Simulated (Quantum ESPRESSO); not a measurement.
## ZrS2 under changes of volume

One of the cells (23.763 Å³/atom); the others are scaled copies at fixed shape and fractional positions:

```xyz
3
Lattice="3.6914 0.0000 0.0000 -1.8457 3.1968 0.0000 0.0000 0.0000 6.0411" Properties=species:S:1:pos:R:3 pbc="T T T"
Zr    0.0000    0.0000    0.0000
S     0.0000    2.1312    1.4372
S     1.8457    1.0656    4.6038
```

The cell is a database's computed one.

```yaml
Program: Quantum ESPRESSO 7.5
Functional: r2SCAN
Potentials_or_basis: SG15 PBE 1.2
Cutoff: 898 eV
Density_cutoff: 3592 eV
k_mesh: 6 × 6 × 4
Occupations: fermi-dirac, width 0.05 eV
Spin: no spin polarisation
```

```tsv
volume (Å³/atom)	energy over the lowest point (meV/atom)	pressure (GPa)	gap on the mesh (eV)
22.337	28.26	6.6	1.36
22.813	12.23	4.1	1.38
23.288	?	?	?
23.763	0.00	0.0	1.41
24.238	2.56	-1.8	1.42
24.714	10.18	-3.4	1.43
25.189	22.37	-4.9	1.43
```

Q: What does the run at 23.288 Å³/atom give?

A: Energy over the lowest point 3.02 meV/atom; pressure 2.0 GPa; gap on the mesh 1.40 eV.

Worked out: A Birch-Murnaghan fit of order 3 (a polynomial in V^(-2/3)) to the other rows has its minimum at 23.78 Å³/atom with B0 = V·E''(V) = 94 GPa and B' = 3.9 at fixed shape and positions, which overstates the stiffness. It gives 3.04 meV/atom at 23.288 Å³/atom, against the run's 3.02, and -dE/dV = 2.0 GPa, against 2.0. A parabola through the other rows of the gap, of slope 0.74 eV per unit of ln V there, gives 1.40 eV, against the run's 1.40.

Energies are extrapolated to zero smearing.

Caveats: the potentials were made for another functional, which shifts forces and pressure.

A mesh can miss the band edges. Spin-orbit coupling on Zr is left out.
